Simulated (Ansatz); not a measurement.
**Relaxing Ir in the bcc type**

First guess:

```xyz
1
Lattice="-1.4733 1.4733 1.4733 1.4733 -1.4733 1.4733 1.4733 1.4733 -1.4733" Properties=species:S:1:pos:R:3 pbc="T T T"
Ir    0.0000    0.0000    0.0000
```

Computed with DFT, PBE, PAW with Ansatz's default frozen-core files, scalar-relativistic (Ansatz 0.2.0).

Cell and atoms relax within the symmetry of the start on a 19×19×19 k mesh with 0.08 eV Fermi–Dirac smearing.

The start is built from a prototype, known or not as a phase of this compound; the cutoff is 420 eV.

Spin polarisation is left out, and whether a magnetic state lies lower isn't shown here.

Spin–orbit coupling is left out, though it moves levels of the heavy atoms by tenths of an eV or more.

Question: What is the pressure of the first guess?

Answer: 75.0 GPa.

Question: What does it relax to?

Answer: a = 3.111 Å, b = 3.111 Å, c = 3.111 Å, α = 90.00°, β = 90.00°, γ = 90.00° (conventional cell), 15.06 Å³ per atom:
```xyz
1
Lattice="-1.5555 1.5555 1.5555 1.5555 -1.5555 1.5555 1.5555 1.5555 -1.5555" Properties=species:S:1:pos:R:3 pbc="T T T"
Ir    0.0000    0.0000    0.0000
```

Question: How much energy does the relaxation release?

Answer: 451 meV/atom.
